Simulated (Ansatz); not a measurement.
**Ni: tetragonal deformation path**

All numbers below come from DFT PBE, scalar-relativistic, plane waves, PAW (Ansatz). The runs took a 420 eV cutoff, a Γ-centred 34×34×34 mesh and Gaussian smearing (0.15 eV). Collinear spins, started from moments 0.6 μB in atom order; the magnetic state may not be the lowest. Energies are free energies at this smearing, counted from the undisturbed cell; pressure is positive in compression.

The starting cell (relaxed at this level; with this scan's settings it stands at 0.1 GPa; this bcc form isn't the usual structure):

```
Ni
1.0
    -1.40024    1.40024    1.40024
     1.40024   -1.40024    1.40024
     1.40024    1.40024   -1.40024
Ni
1
Direct
  0.00000 0.00000 0.00000
```

At fixed volume and fractional coordinates, lengths along (0.000, 0.000, 1.000) are scaled against those across it; ρ is that ratio over its starting value. The cell is metallic on the mesh throughout.

| ρ | ΔE (meV/atom) | pressure (GPa) | moment (μB/cell) |
| --- | --- | --- | --- |
| 0.707 | 184.3 | 10.0 | 0.62 |
| 0.780 | 21.4 | 3.2 | 0.61 |
| 0.850 | -18.3 | 0.7 | 0.60 |
| 1.000 | 0.0 | 0.1 | 0.56 |
| 1.200 | -51.1 | -0.5 | 0.62 |
| 1.300 | -83.9 | -1.2 | 0.63 |
| 1.414 | -99.8 | -1.5 | 0.64 |

Cost: 7 runs of about 4.8 core-minutes in all, on AMD EPYC 9R45 (Zen 5) (shared hosts).